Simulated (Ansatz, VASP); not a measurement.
Se: VASP beside Ansatz

File INCAR:

```
SYSTEM = Se
PREC = Accurate
ENCUT = 520
EDIFF = 1E-7
ISMEAR = 0
SIGMA = 0.1
LREAL = .False.
LASPH = .True.
NELM = 60
ALGO = Normal
ISIF = 2
LWAVE = .False.
LCHARG = .False.
GGA = PS
NBANDS = 13
```

The input KPOINTS:

```
Automatic mesh
0
Gamma
  16 16 10
  0 0 0
```

The input POSCAR:

```
Se
1.0
    1.3590641269     -3.8736863818      0.0000000000
    1.3590641269      3.8736863818      0.0000000000
    0.0000000000      0.0000000000      4.4308317852
Se
2
Direct
    0.9430828960      0.0569171040      0.2500000000
    0.0569171040      0.9430828960      0.7500000000
```

Input for Ansatz:

```yaml
crystal:
  lattice:
    - [1.3590641269, -3.8736863818, 0.0]
    - [1.3590641269, 3.8736863818, 0.0]
    - [0.0, 0.0, 4.4308317852]
  atoms:
    - { symbol: Se, position: [0.943082896, 0.056917104, 0.25] }
    - { symbol: Se, position: [0.056917104, 0.943082896, 0.75] }
basis:
  ecutwfc: 420
kpoints:
  mp_grid: { grid: [16, 16, 10] }
hamiltonian:
  xc: pbesol
scf:
  occupations: { method: gaussian, width: 0.1 }
output:
  forces: true
  stress: true
  eigenvalues: true
```

Alike in both runs: task single point; functional PBEsol; k mesh 16 × 16 × 10; occupations gaussian, width 0.1 eV; no spin polarisation.

```csv
,VASP,Ansatz
version,VASP 6.6.1,Ansatz 0.2.0
potentials or method,"VASP PAW PBE potentials, release 64 (Se)","scalar-relativistic, plane waves, PAW"
plane-wave cutoff (eV),520,420
valence electrons in the cell,12,32
```

VASP gave:

```
gap on the k mesh at the Fermi level (eV)       : none
pressure (GPa)                                  : 8.6
largest component of the traceless stress (GPa) : 9.51
rms of the force components (eV/Å)              : 0.659
```

Task: Estimate Ansatz's values.

Result: gap on the k mesh at the Fermi level (eV): none; pressure (GPa): 8.3; largest component of the traceless stress (GPa): 9.25; rms of the force components (eV/Å): 0.647.

Atom by atom the forces differ by 0.012 eV/Å (rms over components). A gap of «none» marks a metal or a gap that the smearing closes. The two sets of potentials don't hold the same shells in valence.

Caveats: the PAW data sets were made with another functional, which shifts forces and pressure a little (VASP).
